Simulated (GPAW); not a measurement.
Wanted: an ASE script for a GPAW 26.7.0 run.

* Task: equation of state
* Functional: vdW-DF
* Potentials or basis: GPAW PAW data sets (gpaw-data 1.2.1)
* Cutoff: 600 eV
* Basis: pw
* k mesh: 6 × 6 × 4
* Occupations: fermi-dirac, width 0.05 eV
* Spin: no spin polarisation
* Maxiter: 150
* Eos scales: [0.94, 0.96, 0.98, 1.0, 1.02, 1.04, 1.06]

The structure of PtSe2 (Sudovikovite) lies in PtSe2.cif:

```cif
data_PtSe2
_cell_length_a 3.72400000
_cell_length_b 3.72400000
_cell_length_c 5.06200000
_cell_angle_alpha 90.00000000
_cell_angle_beta 90.00000000
_cell_angle_gamma 120.00000000
_space_group_name_H-M_alt 'P1'
_space_group_name_Hall 'P 1'
_space_group_IT_number 1
loop_
_space_group_symop_operation_xyz
'x,y,z'
loop_
_atom_site_label
_atom_site_type_symbol
_atom_site_symmetry_multiplicity
_atom_site_Wyckoff_symbol
_atom_site_fract_x
_atom_site_fract_y
_atom_site_fract_z
_atom_site_occupancy
Pt1 Pt 1 a 0.0000000000 0.0000000000 0.0000000000 1
Se1 Se 1 a 0.6666666667 0.3333333333 0.7500000000 1
Se2 Se 1 a 0.3333333333 0.6666666667 0.2500000000 1
```

One way to write it, as run:

run.py

```python
from ase.eos import EquationOfState
from ase.io import Trajectory, read
from ase.units import GPa
from gpaw import GPAW, PW

atoms = read('PtSe2.cif')

traj = Trajectory('eos.traj', 'w')
volumes, energies = [], []
for x in [0.94, 0.96, 0.98, 1.0, 1.02, 1.04, 1.06]:
    a = atoms.copy()
    a.set_cell(atoms.cell * x**(1 / 3), scale_atoms=True)
    calc = GPAW(mode=PW(600),
                xc={'name': 'vdW-DF', 'backend': 'libvdwxc'},
                kpts={'size': (6, 6, 4), 'gamma': True},
                occupations={'name': 'fermi-dirac', 'width': 0.05},
                nbands=26,
                convergence={'density': 1e-05, 'energy': 1e-05},
                maxiter=150,
                txt=f'eos-{x:.2f}.txt')
    a.calc = calc
    energies.append(a.get_potential_energy(force_consistent=True))
    volumes.append(a.get_volume())
    calc.write(f'eos-{x:.2f}.gpw')
    traj.write(a)
    print(f'{x:.2f} {volumes[-1]:10.4f} A^3 {energies[-1]:14.6f} eV', flush=True)

v0, e0, B = EquationOfState(volumes, energies, eos='birchmurnaghan').fit()
print(f'V0 = {v0:.4f} A^3, E0 = {e0:.6f} eV, B0 = {B / GPa:.2f} GPa')
```

Potentials or basis: GPAW PAW data sets (gpaw-data 1.2.1), pw.

The run is started by

```console
$ OMP_NUM_THREADS=1 python run.py
```

Results of the run:

```json
{
  "Equilibrium volume": "22.80 Å³/atom (rough: see the caveat)",
  "Bulk modulus at fixed shape and positions": "96 GPa (rough)"
}
```

Caveat: the minimum lies outside the volumes run; the cell was scaled at fixed shape and fractional positions, which overstates the stiffness of a crystal with free parameters, most of all of layers and chains; the PAW data sets were made with another functional, which shifts forces and pressure a little.

It took 2.2 min on 1 thread of AMD EPYC 7B13 (Zen 3), with other jobs on the host, peak memory 0.34 GiB.
